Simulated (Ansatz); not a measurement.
# Sn (I4_1/amd) in Ansatz: a series of runs

Aim: see how the results for Sn move with the level of theory and the settings. Levels: PBE+D3(BJ), PBE+D4, PBEsol+D3(BJ), revPBE+D3(BJ). Tasks: relaxation of cell and atoms.

Program: Ansatz 0.2.0. These are calculated values, not measurements. Logs are shortened: lines on timing, memory, paths and dates and some standing lists are left out, and cuts for length are marked.

## Step 1: The structure

The structure is tetragonal, space group I4_1/amd (No. 141). Conventional cell: a = 5.880 Å, b = 5.880 Å, c = 3.199 Å, α = 90.00°, β = 90.00°, γ = 90.00°. Around Sn (site symmetry -4m2) lie 6 Sn at 3.05 to 3.20 Å.

## Step 2: Relaxation of cell and atoms, PBE+D3(BJ)

input.yaml reads:

```yaml
crystal:
  lattice:
    - [-2.9401404553, 2.9401404553, 1.5993019889]
    - [2.9401404553, -2.9401404553, 1.5993019889]
    - [2.9401404553, 2.9401404553, -1.5993019889]
  atoms:
    - { symbol: Sn, position: [0.0, 0.0, 0.0] }
    - { symbol: Sn, position: [0.75, 0.25, 0.5] }
hamiltonian:
  xc: pbe
  pseudopotentials: { kind: paw }
  dispersion: d3bj
kpoints:
  mp_grid: { grid: [9, 9, 9] }
scf:
  occupations: { method: fermi_dirac, width: 0.05 }
output:
  forces: true
  stress: true
relax:
  f_tol: 0.01
  max_steps: 40
  cell: { stress_tol: 0.05 }
```

Potentials or basis: Ansatz PAW.

Command:

```bash
> ansatz run input.yaml --threads 2 --pin off --max-ram 5632MiB --backend cpu --events-out ev --progress --plain --runs-dir out
```

Standard output:

```text
Warning: RAYON_NUM_THREADS=2 ignored (pool sized by the plan → 2); use --threads N
Engine: ansatz 0.2.0, x86_64-unknown-linux-gnu
Pseudopotentials: kind: paw
Pseudopotential: Sn, paw, valence charge 14, recommended cutoff 420 eV (normal), Sn.paw.azcp
Functional definition: PBE
  parameter kappa = 0.804
  parameter beta = 0.06672455060314922
  exchange = pbe_x(kappa = kappa, mu = beta*pi^2/3)
  correlation = pbe_c(beta = beta)
Crystal: 2 atoms, lattice volume = 55.300 Å³
Basis set: ecut = 420 eV, 1109 PW (Γ), exchange–correlation on 60×60×60 points (8 copies of the dense FFT grid, shifted against one another)
Bands: 18, of which v1, the nominal top of the filled ones, is band 14 counted from 1 (13 counted from 0)
Symmetry: 16 space group operations
Space group: I41/amd (ITA 141), of the structure as read, at distance tolerance 3.8e-5 Å
k-points: 75 of 729
Non-local potential: Sn, projectors of the file, l = 0: 2, l = 1: 2, l = 2: 2, l = 3: 2
PAW form: soft (Blöchl's): semilocal exchange-correlation on the pseudo side does not see the compensation charge
PAW one-centre angular grid: Sn, 590 points (default); XC on 64 Gauss nodes
Initial density: superposition of atomic densities (neutral atoms: chi_scale 0, normalization atom), corrected by the library's trained network
Initial wavefunctions: pseudopotential atomic-orbital guess
Functional: x = pbe(κ = 0.804, μ = 0.2195149727645171), c = pbe(β = 0.06672455060314922)
SCF iter   1: F=—  HF=-12049.098754 eV  |F-HF|=—  |Δ(HF+E_count)|=         —  Δρ=9.57e-4  dr2=2.75e-4  ethr=1.77e-3  ⟨swp⟩=6.1  Hψ=6949  notcnv=0
preconditioner: auto → Kerker (q_TF=auto, 2.436 Å⁻¹)  [metal: Δε(μ)=0.020 eV  Ē_g=20.190 eV  σ=0.050 eV  W_gap=0.10  n_scr=16 (ndim 8)  ℏωp=26.4 eV  f_vac=0.000  D(μ)=0.94/eV (n_scr^D=4)]
SCF iter   2: F=—  HF=-12049.097797 eV  |F-HF|=—  |Δ(HF+E_count)|=   9.57e-4  Δρ=5.97e-4  dr2=1.44e-4  ethr=9.84e-7  ⟨swp⟩=2.1  Hψ=3005  notcnv=0
SCF iter   3: F=—  HF=-12049.097812 eV  |F-HF|=—  |Δ(HF+E_count)|=   1.51e-5  Δρ=3.24e-4  dr2=4.19e-5  ethr=5.13e-7  ⟨swp⟩=2.3  Hψ=2449  notcnv=0
SCF iter   4: F=—  HF=-12049.097843 eV  |F-HF|=—  |Δ(HF+E_count)|=   3.11e-5  Δρ=1.21e-4  dr2=4.75e-6  ethr=1.50e-7  ⟨swp⟩=2.0  Hψ=2403  notcnv=0
SCF iter   5: F=—  HF=-12049.097840 eV  |F-HF|=—  |Δ(HF+E_count)|=   2.87e-6  Δρ=4.58e-5  dr2=7.11e-7  ethr=1.70e-8  ⟨swp⟩=2.0  Hψ=2100  notcnv=0
SCF iter   6: F=-12049.097840 eV  HF=-12049.097840 eV  |F-HF|=7.82e-11  |Δ(HF+E_count)|=   4.25e-7  Δρ=2.55e-6  dr2=2.85e-9  ethr=3.57e-10  ⟨swp⟩=3.1  Hψ=5873  notcnv=0
SCF 1 converged in 6 iterations: F = -12049.097840 eV  dr2 = 2.85e-9
relax step   1: F+E_penalty+E_count = -12049.09783994 eV  Δ(F+E_penalty+E_count) = +0.000e0 eV  max|allowed force component| = 0.000e0 eV/Å  Δτ_max = 0.0000 Å  P = -0.804 GPa  Ω = 55.300 Å³  (6 SCF iters, dr2 threshold 1.00e-7 eV, accepted)
[... 20 lines left out ...]
relax step   3: F+E_penalty+E_count = -12049.10051662 eV  Δ(F+E_penalty+E_count) = -2.347e-4 eV  max|allowed force component| = 3.469e-18 eV/Å  Δτ_max = 0.0000 Å  P = +0.001 GPa  Ω = 54.430 Å³  energy of the carried Pulay correction = +1.732e-4 eV  (3 SCF iters, dr2 threshold 2.00e-7 eV, accepted)
Initial wavefunctions: pseudopotential atomic-orbital guess (no wavefunctions were taken with the density)
iter 1 solved again at ethr=4.05e-7 eV; its pass at ethr=3.10e-3 eV (dr2=1.13e-4 eV) is discarded
SCF iter   1: F=—  HF=-12049.100349 eV  |F-HF|=—  |Δ(HF+E_count)|=         —  Δρ=2.27e-5  dr2=1.27e-7  ethr=4.05e-7  ⟨swp⟩=2.7  Hψ=10023  notcnv=0
eigensolver tolerance schedule: the retry pair's looser diagonalisation over-reported the residual by 892.07 of it (diagonalisation noise at 0.13 of the residual, at the tolerance the schedule requests for it); recorded, not acted on — ethr = c·dr2/N_el stays at c = 1.0e-1
preconditioner: auto → Kerker (q_TF=auto, 2.442 Å⁻¹)  [metal: Δε(μ)=0.041 eV  Ē_g=20.262 eV  σ=0.050 eV  W_gap=0.20  n_scr=16 (ndim 8)  ℏωp=26.6 eV  f_vac=0.000  D(μ)=1.01/eV (n_scr^D=4)]
SCF iter   2: F=—  HF=-12049.100348 eV  |F-HF|=—  |Δ(HF+E_count)|=   8.45e-7  Δρ=1.26e-5  dr2=5.14e-8  ethr=4.53e-10  ⟨swp⟩=2.5  Hψ=2445  notcnv=0
SCF iter   3: F=—  HF=-12049.100348 eV  |F-HF|=—  |Δ(HF+E_count)|=   2.78e-8  Δρ=3.61e-6  dr2=8.33e-9  ethr=1.84e-10  ⟨swp⟩=2.9  Hψ=2420  notcnv=0
SCF iter   4: F=—  HF=-12049.100348 eV  |F-HF|=—  |Δ(HF+E_count)|=   2.28e-9  Δρ=7.83e-7  dr2=2.61e-10  ethr=2.98e-11  ⟨swp⟩=2.0  Hψ=1666  notcnv=0
SCF iter   5: F=—  HF=-12049.100348 eV  |F-HF|=—  |Δ(HF+E_count)|=  3.64e-12  Δρ=2.48e-7  dr2=2.90e-11  ethr=1.00e-12  ⟨swp⟩=2.0  Hψ=2274  notcnv=0
SCF iter   6: F=-12049.100348 eV  HF=-12049.100348 eV  |F-HF|=7.28e-12  |Δ(HF+E_count)|=  3.64e-12  Δρ=5.44e-8  dr2=1.77e-12  ethr=1.00e-12  ⟨swp⟩=5.7  Hψ=5733  notcnv=0
SCF 4 converged in 6 iterations: F = -12049.100348 eV  dr2 = 1.77e-12
relax step   4: F+E_penalty+E_count = -12049.10034797 eV  Δ(F+E_penalty+E_count) = +1.687e-4 eV  max|allowed force component| = 3.469e-18 eV/Å  Δτ_max = 0.0000 Å  P = +0.001 GPa  Ω = 54.430 Å³  stress off target by 4.44e-2 GPa  SCF on the basis re-selected at this cell (its energy is not comparable with the rows above)  (6 SCF iters)
basis re-selected at this cell: Δ(F+E_penalty+E_count) = +1.687e-4 eV, ΔP = -0.000 GPa vs the last step (what re-selecting the basis moved, of the pressure what is left beyond the Pulay correction that the steps carried, after the strain that the cell walked since its last selection, with what the two solves' SCF thresholds leave and, on support functions, any second-order correction that the steps lacked; it is no measure of the basis error at this ecutwfc). This SCF's stress stands 4.44e-2 GPa from its target on what of the cell is left free (relax.cell.stress_tol is 5.00e-2 GPa) and its largest allowed force component is 3.47e-18 eV/Å (relax.f_tol is 1.00e-2 eV/Å): within both
SCF converged after 6 iterations
Free energy (F): -12049.100348 eV
Harris-Foulkes:  -12049.100348 eV  (|F-HF|=7.28e-12)
Internal energy: -12049.092511 eV  (E = F + TS)
E sigma→0 (E₀):  -12049.096430 eV
Entropy (-TS):   -0.007837 eV (-3.918 meV/atom)
Fermi energy:    10.717474 eV
--- Per-component energies (eV) ---
  E_band       = -165.090379
  E_kinetic    = 373.476462
  E_local      = -1703.651195  (includes V_loc(G=0)·N_el)
  E_nonlocal   = -64.722217
  E_hartree    = 1066.204479
  E_xc         = -765.335817
  E_vxc        = -192.382675  (∫ρ·V_xc dr)
  E_paw        = -8272.425638  (= ΣΔE_a)
  E_vpaw       = -710.219741  (= ΣTr[D̂ρ^β])
  E_aug_tail   = -0.000001  (compensation charges beyond the density's cutoff)
  E_ewald      = -2681.861354
  E_disp       = -0.777231  (pairwise vdW)
  E_smearing   = -0.007837  (= −TS)
  E_closure    = 0.000000  (closes the sum)
  Σ components = -12049.100348   (vs F -12049.100348, Δ=0.00e0)
--- Forces (eV/Å), atoms counted from 1 ---
  atom   1  Sn     0.00000000     0.00000000     0.00000000
  atom   2  Sn     0.00000000     0.00000000     0.00000000
  max |Σ_I F_I| component: 4.86e-17 eV/Å
--- Stress (GPa, compression-positive) ---
        0.023774       0.000000      -0.000000
        0.000000       0.023774       0.000000
       -0.000000      -0.000000      -0.044405
  P = ⅓ Tr σ = 0.0010 GPa (0.010 kbar)
--- Relaxed structure (3 steps of the walk, 3 accepted, 1 SCFs on fresh bases) ---
  F+E_penalty+E_count = -12049.10034797 eV   max|allowed force component| = 3.469e-18 eV/Å   (the final SCF, on the basis selected at the relaxed cell)
  cell:  # Å, volume = 54.4300 Å³
    - [-2.9296983126557947, 2.9296983126557947, 1.5853769837728404]
    - [2.9296983126557947, -2.9296983126557947, 1.5853769837728404]
    - [2.9296983126557947, 2.9296983126557947, -1.5853769837728404]
  atoms:
    - { symbol: Sn, position: [0.0, 0.0, 0.0] }
    - { symbol: Sn, position: [0.75, 0.25, 0.5] }
```

It took 30 s on 2 threads of Intel Xeon at 2.50GHz (Skylake/Cascade Lake), shared host; peak memory 0.4 GiB.

What came out:

* Free energy: -12049.1003 eV
* Relaxed volume: 27.22 Å³/atom
* Relaxed cell: a = 4.436 Å, b = 4.436 Å, c = 4.436 Å, α = 97.34°, β = 97.34°, γ = 138.12°
* Space group after relaxing (to 0.05 Å): I4_1/amd (No. 141)
* Energy gained by relaxing: 1.3 meV/atom
* Ionic steps: 4
* Pressure after relaxing: 0.0 GPa

Step by step:
```tsv
step	energy change (eV)	largest force (eV/Å)	volume (Å³)
1	0.0000	0.0000	55.30
2	-0.0024	0.0000	54.14
3	-0.0027	0.0000	54.43
4	-0.0025	0.0000	54.43
```

Final structure:
```
Sn
1.0
    -2.92970    2.92970    1.58538
     2.92970   -2.92970    1.58538
     2.92970    2.92970   -1.58538
Sn
2
Direct
  0.00000 0.00000 0.00000
  0.75000 0.25000 0.50000
```

Caveat: the plane-wave basis is chosen anew once the cell has moved, so the energies of steps on either side of that aren't comparable.

## Step 3: Relaxation of cell and atoms, PBE+D4

Edit input.yaml of step 2 so:

```diff
@@ -11,3 +11,3 @@
   pseudopotentials: { kind: paw }
-  dispersion: d3bj
+  dispersion: d4
 kpoints:
```

Potentials or basis: Ansatz PAW.

Command:

```bash
> ansatz run input.yaml --threads 2 --pin off --max-ram 5632MiB --backend cpu --events-out ev --progress --plain --runs-dir out
```

It took 29 s on 2 threads of Intel Xeon at 2.50GHz (Skylake/Cascade Lake), shared host; peak memory 0.4 GiB.

It converged, with:

- Free energy: -12049.1754 eV
- Relaxed volume: 27.18 Å³/atom
- Relaxed cell: a = 4.434 Å, b = 4.434 Å, c = 4.434 Å, α = 97.34°, β = 97.34°, γ = 138.12°
- Space group after relaxing (to 0.05 Å): I4_1/amd (No. 141)
- Energy gained by relaxing: 1.4 meV/atom
- Ionic steps: 4
- Pressure after relaxing: 0.0 GPa

Step by step:
```
step  energy change (eV)  largest force (eV/Å)  volume (Å³)
   1              0.0000                0.0000        55.30
   2             -0.0028                0.0000        54.03
   3             -0.0031                0.0000        54.36
   4             -0.0029                0.0000        54.36
```

Final structure:
```xyz
2
Lattice="-2.9283 2.9283 1.5849 2.9283 -2.9283 1.5849 2.9283 2.9283 -1.5849" Properties=species:S:1:pos:R:3 pbc="T T T"
Sn    0.0000    0.0000    0.0000
Sn    0.0000    2.9283    0.7924
```

Caveat: the plane-wave basis is chosen anew once the cell has moved, so the energies of steps on either side of that aren't comparable.

## Step 4: Relaxation of cell and atoms, PBEsol+D3(BJ)

Edit input.yaml of step 3 so:

```diff
@@ -9,5 +9,5 @@
 hamiltonian:
-  xc: pbe
+  xc: pbesol
   pseudopotentials: { kind: paw }
-  dispersion: d4
+  dispersion: d3bj
 kpoints:
```

Command:

```bash
> ansatz run input.yaml --threads 2 --pin off --max-ram 5632MiB --backend cpu --events-out ev --progress --plain --runs-dir out
```

Run time: 43 s. Hardware: 2 threads of Intel Xeon at 2.50GHz (Skylake/Cascade Lake), shared host; peak memory 0.4 GiB.

The run converged. Its results:

| Item | Value |
| --- | --- |
| Free energy | -11900.3627 eV |
| Relaxed volume | 25.75 Å³/atom |
| Relaxed cell | a = 4.358 Å, b = 4.358 Å, c = 4.358 Å, α = 97.29°, β = 97.29°, γ = 138.26° |
| Space group after relaxing (to 0.05 Å) | I4_1/amd (No. 141) |
| Energy gained by relaxing | 23.9 meV/atom |
| Ionic steps | 6 |
| Pressure after relaxing | 0.0 GPa |

Step by step:
```csv
step,energy change (eV),largest force (eV/Å),volume (Å³)
1,0.0000,0.0000,55.30
2,-0.0394,0.0000,50.02
3,-0.0483,0.0000,51.72
4,-0.0485,0.0000,51.52
5,-0.0485,0.0000,51.50
6,-0.0478,0.0000,51.50
```

Final structure:
```
Sn
1.0
    -2.87969    2.87969    1.55253
     2.87969   -2.87969    1.55253
     2.87969    2.87969   -1.55253
Sn
2
Direct
  0.00000 0.00000 0.00000
  0.75000 0.25000 0.50000
```

Caveat: the plane-wave basis is chosen anew once the cell has moved, so the energies of steps on either side of that aren't comparable; the PAW data sets come from PBE, with cores solved anew for the run's functional, which leaves a small shift of forces and pressure.

## Step 5: Relaxation of cell and atoms, revPBE+D3(BJ)

Edit input.yaml of step 4 so:

```diff
@@ -9,3 +9,3 @@
 hamiltonian:
-  xc: pbesol
+  xc: revpbe
   pseudopotentials: { kind: paw }
@@ -19,2 +19,6 @@
   stress: true
+  write_density: true
+  write_potential: true
+  elf: true
+  volumetric_format: npy
 relax:
```

Potentials or basis: Ansatz PAW.

Command:

```bash
> ansatz run input.yaml --threads 2 --pin off --max-ram 5632MiB --backend cpu --events-out ev --progress --plain --runs-dir out
```

Standard output:

```text
Warning: RAYON_NUM_THREADS=2 ignored (pool sized by the plan → 2); use --threads N
[... 3 set-up lines as earlier in the session ...]
Functional definition: revPBE
  parameter kappa = 1.245
[... 3 set-up lines as earlier in the session ...]
Crystal: 2 atoms, lattice volume = 55.300 Å³
Basis set: ecut = 420 eV, 1109 PW (Γ), exchange–correlation on 60×60×60 points (8 copies of the dense FFT grid, shifted against one another)
Bands: 18, of which v1, the nominal top of the filled ones, is band 14 counted from 1 (13 counted from 0)
[... 2 set-up lines as earlier in the session ...]
[... 91 lines left out ...]
        0.008331       0.000000       0.000000
        0.000000       0.008331      -0.000000
        0.000000      -0.000000      -0.026875
  P = ⅓ Tr σ = -0.0034 GPa (-0.034 kbar)
--- Band table (eV; the first three rows and the last of 75) ---
  k-point 0: bands = ["-10.6993", "-10.6230", "-10.5721", "-10.5675", "-10.4030", "-10.4030", "-10.3926", "-10.3926", "-10.3069", "-10.1943", "-0.2030", "7.3720", "8.9706", "8.9706", "13.9163", "17.2604", "17.2604", "18.1016"]
  k-point 1: bands = ["-10.6887", "-10.6245", "-10.5737", "-10.5633", "-10.4079", "-10.3978", "-10.3901", "-10.3889", "-10.3131", "-10.2050", "-0.0911", "6.4868", "9.1042", "9.6412", "14.4369", "16.3255", "16.6456", "18.0522"]
  k-point 2: bands = ["-10.6583", "-10.6278", "-10.5884", "-10.5383", "-10.4239", "-10.3858", "-10.3852", "-10.3780", "-10.3304", "-10.2339", "0.2445", "5.0991", "9.5013", "10.4960", "14.8639", "15.4352", "15.8855", "17.7134"]
  k-point 74: bands = ["-10.6342", "-10.6329", "-10.4542", "-10.4296", "-10.4242", "-10.4161", "-10.3992", "-10.3874", "-10.3836", "-10.3816", "3.0940", "3.4696", "6.1776", "6.5603", "16.2966", "16.3039", "19.7849", "20.2820"]
--- Relaxed structure (4 steps of the walk, 4 accepted, 1 SCFs on fresh bases) ---
  F+E_penalty+E_count = -12061.90984808 eV   max|allowed force component| = 1.388e-17 eV/Å   (the final SCF, on the basis selected at the relaxed cell)
  cell:  # Å, volume = 53.6005 Å³
    - [-2.916380881043464, 2.916380881043464, 1.575508272849396]
    - [2.916380881043464, -2.916380881043464, 1.575508272849396]
    - [2.916380881043464, 2.916380881043464, -1.575508272849396]
  atoms:
    - { symbol: Sn, position: [6.141064858341271e-36, -4.6057986437559537e-36, 1.5352662145853174e-36] }
    - { symbol: Sn, position: [0.75, 0.25, 0.49999999999999994] }
```

rho_z.tsv:

```text
# z_ang	rho[e/angstrom^3]
# format = ansatz-planar-average/11
# lattice	-2.916380881	2.916380881	1.575508273
# lattice	2.916380881	-2.916380881	1.575508273
# lattice	2.916380881	2.916380881	-1.575508273
# sites	2
# site	50	-0.000000000	0.000000000	0.000000000
# site	50	-0.000000000	2.916380881	0.787754136
0.000000	1.023674e0
0.147169	9.525416e-1
0.294338	7.750021e-1
0.441506	5.688039e-1
0.588675	3.980697e-1
0.735844	2.860210e-1
[... 22 lines left out ...]
4.120725	7.750021e-1
4.267894	9.525416e-1
```

It took 30 s on 2 threads of Intel Xeon at 2.50GHz (Skylake/Cascade Lake), shared host; peak memory 0.41 GiB.

Results:

```yaml
Free_energy: -12061.9098 eV
Relaxed_volume: 26.80 Å³/atom
Relaxed_cell: a = 4.415 Å, b = 4.415 Å, c = 4.415 Å, α = 97.32°, β = 97.32°, γ = 138.19°
Space_group_after_relaxing_to_0.05_Å: I4_1/amd (No. 141)
Energy_gained_by_relaxing: 4.5 meV/atom
Ionic_steps: 5
Pressure_after_relaxing: 0.0 GPa
Band_gap_on_the_k_mesh: none (metal or under the smearing width)
```

Step by step:
```
step  energy change (eV)  largest force (eV/Å)  volume (Å³)
   1              0.0000                0.0000        55.30
   2             -0.0084                0.0000        53.02
   3             -0.0094                0.0000        53.63
   4             -0.0094                0.0000        53.60
   5             -0.0090                0.0000        53.60
```

Final structure:
```
Sn
1.0
    -2.91638    2.91638    1.57551
     2.91638   -2.91638    1.57551
     2.91638    2.91638   -1.57551
Sn
2
Direct
  0.00000 0.00000 0.00000
  0.75000 0.25000 0.50000
```

Caveat: the plane-wave basis is chosen anew once the cell has moved, so the energies of steps on either side of that aren't comparable; pairwise dispersion overbinds metals, which lowers pressure and volume; the PAW data sets come from PBE, with cores solved anew for the run's functional, which leaves a small shift of forces and pressure.

## Step 6: The runs side by side

```csv
level,pressure (GPa),relaxed volume (Å³/atom)
PBE+D3(BJ),0.0,27.22
PBE+D4,0.0,27.18
PBEsol+D3(BJ),0.0,25.75
revPBE+D3(BJ),0.0,26.80
```

Alike in all rows: task relaxation of cell and atoms; potentials or basis Ansatz PAW; no spin polarisation; cell relaxed; k mesh 9 × 9 × 9; cutoff (eV) 420; smearing fermi-dirac 0.05 eV.

Caveats: the plane-wave basis is chosen anew once the cell has moved, so the energies of steps on either side of that aren't comparable; the PAW data sets come from PBE, with cores solved anew for the run's functional, which leaves a small shift of forces and pressure (some runs); pairwise dispersion overbinds metals, which lowers pressure and volume (some runs).

Absolute energies hang on the potentials; compare differences alone.
